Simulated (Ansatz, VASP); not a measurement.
# CaO5: VASP beside Ansatz

```xyz
6
Lattice="4.6198 0.0000 0.0000 -2.3099 4.0008 0.0000 0.0000 0.0000 3.2140" Properties=species:S:1:pos:R:3 pbc="T T T"
Ca    0.0000    0.0000    0.0000
O     0.0000    2.6672    0.0000
O     2.3099    1.3336    0.0000
O     2.3099    0.0000    1.6070
O     1.1549    2.0004    1.6070
O    -1.1549    2.0004    1.6070
```

Change from the starting cell: species swapped into the CaPd5 type (P6/mmm, No. 191).

Alike in both runs: functional PBE; k mesh 9 × 9 × 12; occupations gaussian, width 0.1 eV; no spin polarisation.

Ansatz relaxed the structure, and its values are those at the end. VASP's run is a single point on that final structure, the one shown.

|  | VASP | Ansatz |
| --- | --- | --- |
| version | VASP 6.6.1 | Ansatz 0.2.0 |
| potentials or method | VASP PAW PBE potentials, release 64 (Ca_sv, O) | scalar-relativistic, plane waves, PAW |
| plane-wave cutoff (eV) | 520 | 420 |
| valence electrons in the cell | 40 | 40 |

VASP gave:

- gap on the k mesh at the Fermi level (eV): none
- pressure (GPa): -0.1

Problem. Estimate Ansatz's values.

Solution. gap on the k mesh at the Fermi level (eV): none; pressure (GPa): 0.0.

A gap of «none» marks a metal or a gap that the smearing closes.
